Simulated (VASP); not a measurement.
A run of VASP 6.6.1:

INCAR

```
PREC     = Accurate       # precision mode
ENCUT    = 600            # plane-wave cutoff, eV
EDIFF    = 1E-6           # SCF threshold, eV
ISMEAR   = 1              # smearing method
SIGMA    = 0.1            # smearing width, eV
LREAL    = F              # projectors in reciprocal space
LASPH    = T              # aspherical terms in the spheres
NELM     = 80             # most SCF steps
ALGO     = Normal         # electronic algorithm
ISIF     = 3              # what is computed and relaxed
LWAVE    = F              # write WAVECAR
LCHARG   = F              # write CHGCAR
GGA      = PE             # functional
IVDW     = 12             # dispersion correction
IBRION   = 2              # ionic algorithm
NSW      = 90             # ionic steps
EDIFFG   = -0.01          # ionic threshold
```

KPOINTS

```
Automatic mesh
0
Gamma
  12 12 7
```

File POSCAR:

```
Te2Pt
1.0
    4.0100000000      0.0000000000      0.0000000000
   -2.0050000000      3.4727618692      0.0000000000
    0.0000000000      0.0000000000      5.2010000000
Te Pt
2 1
Direct
    0.3333333333      0.6666666667      0.2500000000
    0.6666666667      0.3333333333      0.7500000000
    0.0000000000      0.0000000000      0.0000000000
```

Potentials or basis: VASP PAW PBE potentials, release 64 (Te, Pt).

Run with:

```sh
$ cat potpaw_PBE.64/Te/POTCAR potpaw_PBE.64/Pt/POTCAR > POTCAR
$ mpirun -np 1 vasp_std > vasp.out
```

Hardware: 1 thread of Intel(R) Xeon(R) 6975P-C (Granite Rapids) (shared host).

**Question.** How long does it take, and how much memory?

**Answer.** Run time: 6.4 min on 1 thread of Intel(R) Xeon(R) 6975P-C (Granite Rapids), with other jobs on the host, peak memory 0.35 GiB. Counts: scf iterations 118, k points 112, ion steps 17.
